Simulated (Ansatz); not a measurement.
**Zone-centre phonons of WC at 15 GPa: input and output**

The calculation used Ansatz 0.2.0, DFT PBE, scalar-relativistic, plane waves, PAW.

Launched with:
```bash
ansatz run input.yaml --threads 1 --pin off --max-ram 3072MiB --backend cpu --events-out ev --progress --plain --runs-dir out
```

Input (bare energies are in eV):
```yaml
crystal:
  lattice:
    - [2.8845865468, 0.0, 0.0]
    - [-1.4422932734, 2.4981252289, 0.0]
    - [0.0, 0.0, 2.8175319848]
  atoms:
    - { symbol: W, position: [0.0, 0.0, 0.0] }
    - { symbol: C, position: [0.6666666667, 0.3333333333, 0.5] }
basis:
  ecutwfc: 420
kpoints:
  mp_grid: { grid: [18, 18, 14] }
hamiltonian:
  xc: pbe
scf:
  occupations: { method: fermi_dirac, width: 0.15 }
output:
  eigenvalues: true
phonons:
  method: dfpt
  eigenvectors: true
```

Results section of the output:
```
--- Phonons (Γ-DFPT): 4 representative perturbations + reference, on 728 of 4536 k-points (Σ response iterations 12) ---
  k mesh reduced under 4 symmetry operations, with k and −k counted as one. Each operation leaves every solved displacement unchanged or reverses it
  ASR residual: 2.118e-4 → 0.000e0 eV/Å²; symmetrization residual: 3.668e-6 eV/Å²
  ASR residual per site (eV/Å²): 2.12e-4 2.60e-5
  Γ frequencies (cm⁻¹): 0.00 0.00 0.00 613.72 638.75 638.75
  non-analytic LO–TO correction: not included (Born effective charges unavailable; polar crystals: no LO–TO splitting at Γ)
```

It took 91 s on 1 thread of AMD EPYC 7R43 64-Core Processor (Zen 3), on a shared host, peak memory 0.87 GiB.

In a metal, frequencies and elastic constants depend on the k mesh and the smearing, soft modes and shear constants most. Spin–orbit coupling is left out, which can shift energies with elements as heavy as these.